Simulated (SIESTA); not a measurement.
Crystal: HfO2.

```xyz
12
Lattice="5.2195 0.0000 0.0000 0.0000 5.0048 0.0000 0.0000 0.0000 5.0327" Properties=species:S:1:pos:R:3 pbc="T T T"
Hf    5.0472    3.6661    3.7314
Hf    2.7820    3.6661    1.2151
Hf    2.4375    1.3387    3.7314
Hf    0.1723    1.3387    1.2151
O     3.2994    4.6477    4.4251
O     4.5298    4.6477    1.9087
O     1.2211    2.7020    2.4776
O     1.3886    2.7020    4.9939
O     3.9984    2.3028    4.9939
O     3.8308    2.3028    2.4776
O     0.6896    0.3571    4.4251
O     1.9201    0.3571    1.9087
```

Measurements of this composition are mostly on another form, of space group No. 14.

Base run:

- Program: SIESTA 5.4.2
- Functional: RPBE
- Potentials or basis: PseudoDojo 0.4 standard (PBE files)
- Basis: DZP (energy shift 0.003 Ry; two zetas on semicore shells)
- Grid cutoff: 800 Ry
- Energy shift: 0.003 Ry
- k mesh: 4 × 4 × 4
- Occupations: fermi-dirac, width 0.05 eV
- Spin: no spin polarisation

Its results: band gap on the k mesh 4.40 eV, indirect (least direct gap 4.56 eV); pressure 16.7 GPa; largest force 0.202 eV/Å.

Q: The run is repeated on the same cell with these changes: functional from RPBE to BLYP. What comes out?

A: Band gap on the k mesh 4.34 eV, indirect (least direct gap 4.48 eV); pressure 19.5 GPa; largest force 0.224 eV/Å.

Caveats: short orbitals over semicore shells can move pressures by several GPa; the potentials were made for another functional, which shifts forces and pressure; spin-orbit coupling is left out, which moves the levels of the heavy elements; the basis of atomic orbitals isn't converged, which shifts pressures, moduli and gaps.

A k mesh can miss the band edges.
